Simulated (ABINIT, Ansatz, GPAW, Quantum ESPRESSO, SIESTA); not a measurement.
# Ti: programs and potentials compared

```
Ti
1.0
     4.56737    0.00000    0.00000
    -2.28369    3.95546    0.00000
     0.00000    0.00000    2.82624
Ti
3
Direct
  0.66700 0.33369 0.50435
  0.33980 0.67128 0.48012
  0.00626 0.00534 0.00325
```

This isn't the form of Ti at room conditions, which is hcp.

Atoms were shifted at random by some hundredths of an Å from the given cell, which wasn't relaxed again for these runs.

Alike in all runs: task single point; functional PBEsol; k mesh 7 × 7 × 9; occupations fermi-dirac, width 0.05 eV; no spin polarisation; no spin-orbit coupling. Pressure is positive in compression and, in plane waves, holds the error of the finite cutoff, which Ansatz's Pulay term estimates and takes out.

| program and potentials | plane-wave cutoff (eV) | notes | pressure (GPa) | largest force (eV/Å) | energy over the undisturbed cell (meV/atom) |
| --- | --- | --- | --- | --- | --- |
| Ansatz, Ansatz PAW | 420 | potentials made for PBE, which Ansatz adapts in part | -3.70 | 0.202 | 2.54 |
| ABINIT, PseudoDojo NC SR PBEsol v0.4.1 standard | 1143 | - | -3.65 | 0.203 | - |
| Quantum ESPRESSO, GBRV 1.5 PBEsol | 612 | - | -3.72 | 0.202 | 2.55 |
| Ansatz, all-electron LAPW, scalar-relativistic | - | - | -3.71 | 0.202 | - |
| SIESTA, files PseudoDojo sr-pbesol-0.4.1-standard, DZP (energy shift 0.003 Ry; two zetas on semicore shells) | - | atomic basis | -3.34 | 0.206 | 2.62 |
| GPAW, PAW data sets generated for this functional | 600 | - | -4.11 | 0.202 | 2.55 |

Force on atom 2 (Ti), eV/Å:

```json
{"program and potentials": "Ansatz, Ansatz PAW", "x": "-0.043", "y": "-0.037", "z": "0.194"}
{"program and potentials": "ABINIT, PseudoDojo NC SR PBEsol v0.4.1 standard", "x": "-0.043", "y": "-0.037", "z": "0.195"}
{"program and potentials": "Quantum ESPRESSO, GBRV 1.5 PBEsol", "x": "-0.043", "y": "-0.037", "z": "0.194"}
{"program and potentials": "Ansatz, all-electron LAPW, scalar-relativistic", "x": "-0.043", "y": "-0.037", "z": "0.194"}
{"program and potentials": "SIESTA, files PseudoDojo sr-pbesol-0.4.1-standard, DZP (energy shift 0.003 Ry; two zetas on semicore shells)", "x": "-0.049", "y": "-0.043", "z": "0.196"}
{"program and potentials": "GPAW, PAW data sets generated for this functional", "x": "-0.044", "y": "-0.038", "z": "0.194"}
```

The pressure spans -4.11 (GPAW, PAW data sets generated for this functional) to -3.34 GPa (SIESTA, files PseudoDojo sr-pbesol-0.4.1-standard, DZP (energy shift 0.003 Ry; two zetas on semicore shells)), with all-electron results at -3.71. Rows in atomic bases carry the error of their basis and grid, which can be large.

The functional is the same throughout but for its coding, so the spread measures potentials, basis and numerics; runs on potential files found faulty are left out.
